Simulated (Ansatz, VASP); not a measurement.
# GaAs: programs and potentials compared

The starting cell:

```xyz
2
Lattice="0.0000 2.8268 2.8268 2.8268 0.0000 2.8268 2.8268 2.8268 0.0000" Properties=species:S:1:pos:R:3 pbc="T T T"
As    4.2403    4.2403    4.2403
Ga    0.0000    0.0000    0.0000
```

Alike in all runs: task relaxation of cell and atoms; functional revPBE; k mesh 8 × 8 × 8; occupations fermi-dirac, width 0.05 eV; no spin polarisation; no spin-orbit coupling.

```csv
program and potentials,plane-wave cutoff (eV),notes,equilibrium volume (Å³/atom)
"Ansatz, Ansatz PAW",420,"potentials made for PBE, which Ansatz adapts in part; 14 valence electrons an atom on average",24.24
"VASP, PBE PAW files As, Ga_d, 600 eV",600,potentials made for PBE; 9 valence electrons an atom on average,24.30
"Ansatz, all-electron LAPW, scalar-relativistic",-,-,24.23
```

The equilibrium volume spans 24.23 (Ansatz, all-electron LAPW, scalar-relativistic) to 24.30 Å³/atom (VASP, PBE PAW files As, Ga_d, 600 eV), with all-electron results at 24.23. Some sets were made for another functional than the one run, which can shift their rows. Relaxations stop with a little pressure left, so the last digit of a volume isn't settled.

Differences between rows come from potentials, basis sets and numerical settings, since the functional is the same but for its coding. Runs on potential files found faulty are left out.
